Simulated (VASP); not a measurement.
# Re in VASP: notebook

The runs below take Re through single point, with PBE.

Program: VASP 6.6.1. These are calculated values, not measurements. Logs are shortened: lines on timing, memory, paths and dates and some standing lists are left out, and cuts for length are marked.

### 1 The sheet as given

The cell holds a sheet with vacuum, 2 atoms: a = 2.745 Å, b = 2.745 Å, c = 28.798 Å, α = 90.00°, β = 90.00°, γ = 120.00°.

The cell was built by a generator and needn't be a form met in nature.

### 2 Single point, PBE

INCAR reads:

```
PREC = Accurate ; ENCUT = 520
EDIFF = 1E-6 ; ISMEAR = 0
SIGMA = 0.1 ; LREAL = False
LASPH = True ; NELM = 100
ALGO = Fast ; ISIF = 2
LWAVE = False ; LCHARG = False
LDIPOL = True ; IDIPOL = 3
DIPOL = 0.5 0.5 0.295 ; GGA = PE
NBANDS = 14
```

KPOINTS reads:

```
Automatic mesh
0
Gamma
  24 24 1
```

POSCAR reads:

```
Re
1.0
    2.7454724218      0.0000002086      0.0000000000
   -1.3727363916      2.3776487584      0.0000000000
    0.0000000000      0.0000000000     28.7976974000
Re
2
Direct
    0.0000000000      0.0000000000      0.3343542249
    0.0000000000      0.0000000000      0.2559707502
```

Potentials or basis: VASP PAW PBE potentials, release 64 (Re).

Launch:

```bash
$ cat potpaw_PBE.64/Re/POTCAR > POTCAR
$ mpirun -np 1 vasp_std > vasp.out
```

OUTCAR:

```text
PREC = Accurate
   ENCUT = 520
   EDIFF = 1E-6
   ISMEAR = 0
   LREAL = False
   LASPH = True
   NELM = 100
   ISIF = 2
   GGA = PE

 ion  position               nearest neighbor table
   1  0.000  0.000  0.334-   2 2.26
   2  0.000  0.000  0.256-   1 2.26

  LATTYP: Found a hexagonal cell.
 ALAT       =     2.7454724218
 C/A-ratio  =    10.4891592322

  Lattice vectors:

 A1 = (   2.7454724218,   0.0000002086,   0.0000000000)
 A2 = (  -1.3727363916,   2.3776487584,   0.0000000000)
 A3 = (   0.0000000000,   0.0000000000,  28.7976974000)

Analysis of symmetry for initial positions (statically):
=====================================================================
 Subroutine PRICEL returns:
 Original cell was already a primitive cell.

 Routine SETGRP: Setting up the symmetry group for a
 hexagonal supercell.

 Subroutine GETGRP returns: Found 24 space group operations
 (whereof 12 operations were pure point group operations)
 out of a pool of 24 trial point group operations.

The static configuration has the point symmetry C_6v.
 The point group associated with its full space group is D_6h.

Analysis of symmetry for dynamics (positions and initial velocities):
=====================================================================
 Subroutine PRICEL returns:
 Original cell was already a primitive cell.

 Routine SETGRP: Setting up the symmetry group for a
 hexagonal supercell.

 Subroutine GETGRP returns: Found 24 space group operations
 (whereof 12 operations were pure point group operations)
 out of a pool of 24 trial point group operations.

The dynamic configuration has the point symmetry C_6v.
 The point group associated with its full space group is D_6h.

 Subroutine INISYM returns: Found 24 space group operations
 (whereof 12 operations are pure point group operations),
 and found     1 'primitive' translations

----------------------------------------------------------------------------------------

                                     Primitive cell

  volume of cell :     187.9847

  direct lattice vectors                    reciprocal lattice vectors
     2.745472422  0.000000209  0.000000000     0.364236023  0.210291803  0.000000000
    -1.372736392  2.377648758  0.000000000    -0.000000032  0.420583550  0.000000000
     0.000000000  0.000000000 28.797697400     0.000000000  0.000000000  0.034724999

  length of vectors
     2.745472422  2.745472422 28.797697400     0.420583550  0.420583550  0.034724999

  position of ions in fractional coordinates (direct lattice)
     0.000000000  0.000000000  0.334354225
     0.000000000  0.000000000  0.255970750

  ion indices of the primitive-cell ions
   primitive index   ion index
                 1           1
                 2           2

----------------------------------------------------------------------------------------

 KPOINTS: Automatic mesh

Automatic generation of k-mesh.
 Grid dimensions read from file:
 generate k-points for:   24   24    1

 Generating k-lattice:

  Cartesian coordinates                     Fractional coordinates (reciprocal lattice)
     0.015176501  0.008762158  0.000000000     0.041666667  0.000000000  0.000000000
    -0.000000001  0.017524315  0.000000000     0.000000000  0.041666667  0.000000000
     0.000000000  0.000000000  0.034724999     0.000000000  0.000000000  1.000000000

  Length of vectors
     0.017524315  0.017524315  0.034724999

  Shift w.r.t. Gamma in fractional coordinates (k-lattice)
     0.000000000  0.000000000  0.000000000

 Subroutine IBZKPT returns following result:
 ===========================================

 Found     61 irreducible k-points:

 Following reciprocal coordinates:
            Coordinates               Weight
  0.000000  0.000000  0.000000      1.000000
  0.041667  0.000000  0.000000      6.000000
  0.083333  0.000000  0.000000      6.000000
  0.125000  0.000000  0.000000      6.000000
  0.166667  0.000000  0.000000      6.000000
  0.208333  0.000000  0.000000      6.000000
[... 16 lines left out ...]
  0.416667  0.041667  0.000000     12.000000
  0.458333  0.041667  0.000000     12.000000
 [... further k-points ...]
   k-points           NKPTS =     61   k-points in BZ     NKDIM =     61   number of bands    NBANDS=     14
   number of dos      NEDOS =    301   number of ions     NIONS =      2
   total plane-waves  NPLWV =  86400
   dimension x,y,z NGX =    20 NGY =   20 NGZ =  216
   dimension x,y,z NGXF=    40 NGYF=   40 NGZF=  432
   ions per type =               2
   NGX,Y,Z   is equivalent  to a cutoff of  12.11, 12.11, 12.47 a.u.
   NGXF,Y,Z  is equivalent  to a cutoff of  24.22, 24.22, 24.94 a.u.
 SYSTEM =  unknown system
   PREC   = accura    normal or accurate (medium, high low for compatibility)
   ISTART =      0    job   : 0-new  1-cont  2-samecut
   ICHARG =      2    charge: 1-file 2-atom 10-const
   ISPIN  =      1    spin polarized calculation?
   LNONCOLLINEAR =      F non collinear calculations
   LSORBIT =      F    spin-orbit coupling
   LASPH  =      T    aspherical Exc in radial PAW
   ENCUT  =  520.0 eV  38.22 Ry    6.18 a.u.   5.10  5.10 53.54*2*pi/ulx,y,z
   NELM   =    100;   NELMIN=  2; NELMDL= -5     # of ELM steps
   EDIFF  = 0.1E-05   stopping-criterion for ELM
   LREAL  =      F    real-space projection
   EDIFFG = 0.1E-04   stopping-criterion for IOM
   NSW    =      0    number of steps for IOM
   IBRION =     -1    ionic relax: 0-MD 1-quasi-New 2-CG
   NFREE  =      0    steps in history (QN), initial steepest desc. (CG)
   ISIF   =      2    stress and relaxation
   ISYM   =      2    0-nonsym 1-usesym 2-fastsym
   POTIM  = 0.5000    time-step for ionic-motion
   TEBEG  =    0.0;   TEEND  =   0.0 temperature during run
   PSTRESS=    0.0 pullay stress
   NELECT =      14.0000    total number of electrons
   NUPDOWN=      -1.0000    fix difference up-down
   EMIN   =  10.00;   EMAX   =-10.00  energy-range for DOS
   EFERMI =   0.00;   METHOD = LEGACY
   ISMEAR =     0;   SIGMA  =   0.10  broadening in eV -4-tet -1-fermi 0-gaus
   EFERMI_NEDOS =   21; number of points for ismear=-14 and -15
   IALGO  =     68    algorithm
   IMIX   =      4    mixing-type and parameters
     AMIX     =   0.40;   BMIX     =  1.00
     AMIX_MAG =   1.60;   BMIX_MAG =  1.00
  volume/ion in A,a.u.               =      93.99       634.29
  Fermi-wavevector in a.u.,A,eV,Ry     =   0.688774  1.301594  6.454732  0.474409
  Thomas-Fermi vector in A             =   1.769670
   LORBIT       =      0    0 simple, 1 ext, 2 COOP (PROOUT), +10 PAW based schemes
   GGA     = PE    functional components
   LHFCALC =     F    Hartree Fock is set to
   AEXX    =    0.0000 exact exchange contribution
   IVDW    =     0    specifies the selected vdW correction
   LEPSILON=     F    determine dielectric tensor
   LRPA    =     F    only Hartree local field effects (RPA)
 non-spin polarized calculation
 RMM-DIIS sequential band-by-band and
 Gauss-broadening in eV      SIGMA  =   0.10
  energy-cutoff  :      520.00
  volume of cell :      187.98
 maximum number of plane-waves:      5097
   NGX = 11   NGY = 11   NGZ =107

 dipolmoment           0.000000      0.000000     -0.000016 electrons x Angstroem

 number of electron      14.0000001 magnetization

 dipolmoment           0.000000      0.000000      0.000004 electrons x Angstroem

 Free energy of the ion-electron system (eV)
  ---------------------------------------------------
  ext. energy  EPLUGINS =         0.00000000
  ---------------------------------------------------
  free energy    TOTEN  =       -22.28215186 eV

  energy without entropy =      -22.27167158  energy(sigma->0) =      -22.27691172

 E-fermi :  -2.8406     XC(G=0):  -2.8866

 val. band max:       -2.8434266043   @ k =   0.1250   0.0833   0.0000
 cond. band min:      -2.8291444964   @ k =   0.1250   0.0833   0.0000
 fundamental gap:      0.0142821079
 Fermi energy:        -2.8406178176

 k-point     1 :       0.0000    0.0000    0.0000
  band No.  band energies     occupation
      1     -11.1390      2.00000
      2      -8.8022      2.00000
      3      -6.7313      2.00000
      4      -4.2432      2.00000
      5      -4.2432      2.00000
      6      -3.3359      2.00000
      7      -3.3359      2.00000
      8      -3.0697      1.99881
      9      -2.4813      0.00000
     10      -2.4812      0.00000
     11      -2.2654      0.00000
     12       1.0329      0.00000
     13       1.8718      0.00000
     14       1.8924      0.00000

 k-point     2 :       0.0417    0.0000    0.0000
  band No.  band energies     occupation
      1     -11.0644      2.00000
      2      -8.7232      2.00000
      3      -6.7101      2.00000
      4      -4.3123      2.00000
      5      -4.1793      2.00000
      6      -3.3914      2.00000
      7      -3.2724      2.00000
      8      -3.0666      1.99860
      9      -3.0504      1.99699
     10      -2.5017      0.00000
     11      -1.6868      0.00000
     12       1.0093      0.00000
     13       1.9070      0.00000
     14       1.9354      0.00000
[... 343 lines left out ...]
      1      -8.4767      2.00000
      2      -8.0295      2.00000
      3      -6.9285      2.00000
      4      -5.5853      2.00000
      5      -3.8236      2.00000
      6      -3.7224      2.00000
      7      -2.0198      0.00000
      8       0.0168      0.00000
      9       0.4120      0.00000
     10       1.0717      0.00000
     11       1.2050      0.00000
     12       2.5429      0.00000
     13       4.1210      0.00000
     14       6.3699      0.00000

 k-point    24 :       0.4583    0.0417    0.0000
  band No.  band energies     occupation
      1      -8.4581      2.00000
      2      -8.1650      2.00000
      3      -6.9817      2.00000
      4      -5.5374      2.00000
      5      -3.8318      2.00000
      6      -3.7573      2.00000
      7      -1.5316      0.00000
      8       0.0233      0.00000
      9       0.6061      0.00000
     10       1.3867      0.00000
     11       1.5372      0.00000
     12       3.3676      0.00000
     13       4.4307      0.00000
     14       5.8300      0.00000

 [... further k-points ...]

------------------------ aborting loop because EDIFF is reached ----------------------------------------

 vacuum level on the upper side and lower side of the slab       (xc-potential included)        -0.009        -0.009

  FORCE on cell =-STRESS in cart. coord.  units (eV):
  Direction    XX          YY          ZZ          XY          YZ          ZX
  --------------------------------------------------------------------------------------
  -------------------------------------------------------------------------------------
  Total       -0.0089965     -0.0089965     -1.1672863      0.0000000      0.0000000      0.0000000
  in kB       -0.0766761     -0.0766761     -9.9486783      0.0000000      0.0000000      0.0000000
  external PRESSURE =      -3.3673435 kB  Pullay stress =       0.0000000 kB

 VOLUME and BASIS-vectors are now :
 -----------------------------------------------------------------------------
  energy-cutoff  :      520.00
  volume of cell :      187.98
      direct lattice vectors                 reciprocal lattice vectors
     2.745472422  0.000000209  0.000000000     0.364236023  0.210291803  0.000000000
    -1.372736392  2.377648758  0.000000000    -0.000000032  0.420583550  0.000000000
     0.000000000  0.000000000 28.797697400     0.000000000  0.000000000  0.034724999

 POSITION                                       TOTAL-FORCE (eV/Angst)
 -----------------------------------------------------------------------------------
      0.00000      0.00000      9.62863        -0.000000      0.000000     -0.509056
      0.00000      0.00000      7.37137         0.000000     -0.000000      0.509056
 -----------------------------------------------------------------------------------
    total drift:                               -0.000000     -0.000000      0.000050

  FREE ENERGIE OF THE ION-ELECTRON SYSTEM (eV)
  ---------------------------------------------------
  free  energy   TOTEN  =       -22.2821518644 eV

  energy  without entropy=      -22.2716715753  energy(sigma->0) =      -22.27691172

 vacuum level on the upper side and lower side of the slab         2.052         2.052
```

Wall time 6.7 min (1 thread of Intel Xeon Platinum 8259CL at 2.50GHz (Skylake/Cascade Lake), shared host); peak memory 0.36 GiB.

Results:

```yaml
Free_energy: -22.2822 eV
Largest_force: 0.509 eV/Å
Band_gap_on_the_k_mesh: none (metal or under the smearing width)
```

Forces in eV/Å, atoms in the order of the input:
```
Re   0.000  0.000 -0.509
Re   0.000  0.000  0.509
```

Levels at points of the mesh, in eV from the Fermi level:
| k point | band 4 | band 5 | band 6 | band 7 | band 8 | band 9 | band 10 | band 11 |
| --- | --- | --- | --- | --- | --- | --- | --- | --- |
| (0.00, 0.00, 0.00) | -1.40 | -1.40 | -0.50 | -0.50 | -0.23 | 0.36 | 0.36 | 0.58 |
| (0.50, 0.00, 0.00) | -2.70 | -1.00 | -0.83 | 1.57 | 2.96 | 3.41 | 4.22 | 4.72 |

Spin-orbit coupling is left out, which matters for the levels of Re.

### 3 Single point, PBE

INCAR reads:

```
SYSTEM = Re
ALGO = Fast ; DIPOL = 0.5 0.5 0.295
EDIFF = 1E-7 ; ENCUT = 520
GGA = PE ; IDIPOL = 3
ISIF = 2 ; ISMEAR = 0
LASPH = .TRUE. ; LCHARG = .TRUE.
LDIPOL = .TRUE. ; LELF = .TRUE.
LREAL = .FALSE. ; LVACPOTAV = .TRUE.
LVHAR = .TRUE. ; LWAVE = .FALSE.
NBANDS = 14 ; NELM = 80
PREC = Accurate ; SIGMA = 0.1
```

KPOINTS reads:

```
k-points
0
G
  24 24 1
  0 0 0
```

POSCAR reads:

```
Re
1.0
    2.7475309093      0.0000002088      0.0000000000
   -1.3737656354      2.3794314607      0.0000000000
    0.0000000000      0.0000000000     28.7976974000
Re
2
Direct
    0.0000000000      0.0000000000      0.3342758199
    0.0000000000      0.0000000000      0.2560491552
```

Potentials or basis: VASP PAW PBE potentials, release 64 (Re).

Launch:

```bash
$ cat potpaw_PBE.64/Re/POTCAR > POTCAR
$ mpirun -np 1 vasp_std > vasp.out
```

It took 5.9 min on 1 thread of Intel Xeon Platinum 8259CL at 2.50GHz (Skylake/Cascade Lake), shared host; peak memory 0.36 GiB.

The run converged. Its results:

```yaml
Free_energy: -22.2843 eV
Largest_force: 0.463 eV/Å
Band_gap_on_the_k_mesh: none (metal or under the smearing width)
Work_function_of_the_upper_face: 4.88 eV
Work_function_of_the_lower_face: 4.88 eV
```

Forces in eV/Å, atoms in the order of the input:
```
Re   0.000  0.000 -0.463
Re   0.000  0.000  0.463
```

Levels at points of the mesh, in eV from the Fermi level:
```
           k point  band 5  band 6  band 7  band 8  band 9  band 10
(0.00, 0.00, 0.00)   -1.40   -0.48   -0.48   -0.22    0.33     0.33
(0.50, 0.00, 0.00)   -0.99   -0.86    1.56    2.97    3.42     4.20
```

The run has no spin-orbit coupling, so splittings on Re are missing.
